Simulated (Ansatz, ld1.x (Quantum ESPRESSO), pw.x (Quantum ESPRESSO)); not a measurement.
From atom to crystal: TM potential for Pd (Z = 46)

```json
{"Element": "palladium", "Generator": "ld1.x (Quantum ESPRESSO) 7.5", "Type": "norm-conserving Troullier–Martins (Kleinman–Bylander form)", "Functional": "PBE", "Relativity": "scalar-relativistic", "Frozen core": "[Kr]", "Valence charge": "10", "Reference configuration": "4d10 5s0 5p0", "Partial waves": "5s (bound, empty): rc 1.85 bohr; 4d (bound): rc 1.20 bohr; 5p (bound, empty): rc 4.00 bohr", "Local potential": "the p channel", "Core correction": "none"}
```

Crystal test: bcc Pd in pw.x 7.5, no spin, 15³ k-points, Fermi–Dirac smearing 0.01 Ry, cutoffs 110/440 Ry. The reference is all-electron LAPW (Ansatz 0.2.0) with the same functional, mesh and smearing; V0 and B0 come from Birch–Murnaghan fits to the pressures at five volumes. Errors are pseudo minus all-electron; Δ is the rms difference of the E(V) curves that follow from these fits, minima aligned, over ±6 % about the mean V0. Mesh and smearing are coarse, so the numbers serve the comparison and aren't converged zero-temperature values; the lattice is a test structure that the element need not adopt.

| V (Å³/atom) | P all-electron (GPa) | P pseudo (GPa) |
| --- | --- | --- |
| 14.737 | 9.15 | 5.02 |
| 15.125 | 4.05 | 0.06 |
| 15.513 | -0.29 | -4.09 |
| 15.901 | -3.96 | -7.57 |
| 16.289 | -7.08 | -10.47 |

All-electron: a0 = 3.140 Å (V0 = 15.49 Å³/atom), B0 = 161.1 GPa.

Pseudopotential: mean pressure error (GPa): -3.79; a0 (Å): 3.116; a0 error (%): -0.77; B0 error (%): +9.5; Δ (meV/atom): 12.9. The largest radius (4.00 bohr) exceeds half the bond length (2.57 bohr), so the spheres overlap, which is one possible source of error among others. This is a poor potential for the solid. Atomic configuration tests: 2 of 7 tests not solved or not reliable. The logarithmic derivative shows an extra or strongly shifted pseudo pole above the reference energy (s near 0.47 Ry).

Question: At the middle volume, how do free energy and pressure move when the wave cutoff is lowered (ecutrho kept at four times it)?

Answer:

| cutoff (Ry) | shift of F (meV/atom) | shift of P (GPa) |
| --- | --- | --- |
| 50 | +2161.9 | -97.63 |
| 66 | +240.4 | -15.76 |
| 88 | +7.1 | -0.70 |

Input at the middle volume:

```
&control
  calculation='scf', prefix='x', pseudo_dir='./', outdir='./tmp', tstress=.true., disk_io='none'
/
&system
  ibrav=0, nat=1, ntyp=1, ecutwfc=110, ecutrho=440, nbnd=12,
  occupations='smearing', smearing='fd', degauss=0.01
/
&electrons
  conv_thr=1e-09, mixing_beta=0.4, electron_maxstep=70
/
ATOMIC_SPECIES
Pd 1.0 Pd.UPF
CELL_PARAMETERS angstrom
  -1.57112932 1.57112932 1.57112932
  1.57112932 -1.57112932 1.57112932
  1.57112932 1.57112932 -1.57112932
ATOMIC_POSITIONS crystal
Pd 0.0000 0.0000 0.0000
K_POINTS automatic
15 15 15 0 0 0
```

```bash
pw.x < Pd.scf.in > Pd.scf.out
```

Lines of the output:

```
Message from routine setup:
     using ibrav=0 with symmetry is DISCOURAGED, use correct ibrav instead
     lattice parameter (alat)  =       5.1425  a.u.
     unit-cell volume          =     104.6869 (a.u.)^3
     number of electrons       =        10.00
     number of Kohn-Sham states=           12
     kinetic-energy cutoff     =     110.0000  Ry
     charge density cutoff     =     440.0000  Ry
     scf convergence threshold =      1.0E-09
     Exchange-correlation= PBE
     number of k points=   120  Fermi-Dirac smearing, width (Ry)=  0.0100
     iteration #  1     ecut=   110.00 Ry     beta= 0.40
     total energy              =     -58.33641900 Ry
     estimated scf accuracy    <       0.23673452 Ry
     iteration #  2     ecut=   110.00 Ry     beta= 0.40
     total energy              =     -58.37248286 Ry
     estimated scf accuracy    <       0.00221122 Ry
     iteration #  3     ecut=   110.00 Ry     beta= 0.40
     total energy              =     -58.37273479 Ry
     estimated scf accuracy    <       0.00031583 Ry
     iteration #  4     ecut=   110.00 Ry     beta= 0.40
     total energy              =     -58.37274075 Ry
     estimated scf accuracy    <       0.00000159 Ry
     iteration #  5     ecut=   110.00 Ry     beta= 0.40
     total energy              =     -58.37274088 Ry
     estimated scf accuracy    <       0.00000010 Ry
     iteration #  6     ecut=   110.00 Ry     beta= 0.40
     the Fermi energy is    13.3037 ev
!    total energy              =     -58.37274088 Ry
     estimated scf accuracy    <          2.9E-10 Ry
     smearing contrib. (-TS)   =      -0.00519968 Ry
     The total energy is F=E-TS. E is the sum of the following terms:
     one-electron contribution =       4.81290665 Ry
     hartree contribution      =       8.03502939 Ry
     xc contribution           =      -9.92837051 Ry
     ewald contribution        =     -61.28710674 Ry
     convergence has been achieved in   6 iterations
          total   stress  (Ry/bohr**3)                   (kbar)     P=      -40.94
     Message from routine punch:
     Nothing written, as per user request (disk_io='none')
```

The run at the middle volume (120 k-points, 6 iterations) took about 25 s on one core of a shared host (Intel(R) Xeon(R) Platinum 8259CL CPU @ 2.50GHz, 96 threads, 755 GiB, load 50).
